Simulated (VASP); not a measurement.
Crystal: LuH2.

```xyz
3
Lattice="0.0000 2.5165 2.5165 2.5165 0.0000 2.5165 2.5165 2.5165 0.0000" Properties=species:S:1:pos:R:3 pbc="T T T"
Lu    0.0000    0.0000    0.0000
H     1.2583    1.2583    1.2583
H     3.7748    3.7748    3.7748
```

| Property | Result |
| --- | --- |
| Program | VASP 6.6.1 |
| Task | relaxation of cell and atoms |
| Functional | PBEsol |
| Potentials or basis | VASP PAW PBE potentials, release 64 (Lu, H) |
| Cutoff | 600 eV |
| k mesh | 14 × 14 × 14 |
| Occupations | methfessel-paxton, width 0.1 eV |
| Spin | no spin polarisation |

At the start: pressure -3.7 GPa; volume 10.62 Å³/atom.

Where does the relaxation end?

Over 3 steps the energy falls by 5.0 meV/atom and the volume is 10.20 Å³/atom (-4.0 %); space group Fm-3m (No. 225, to 0.05 Å).

The path:
```tsv
step	energy change (eV)	largest force (eV/Å)	pressure (GPa)	volume (Å³)
1	0.0000	0.0000	-3.67	31.87
2	-0.0147	0.0000	-0.51	30.76
3	-0.0149	0.0000	0.04	30.60
```

Final structure:
```
CELL_PARAMETERS angstrom
0.00000 2.48257 2.48257
2.48257 0.00000 2.48257
2.48257 2.48257 0.00000
ATOMIC_POSITIONS crystal
Lu 0.00000 0.00000 0.00000
H 0.25000 0.25000 0.25000
H 0.75000 0.75000 0.75000
```

Caveat: the PAW data sets were made with another functional, which shifts forces and pressure a little.
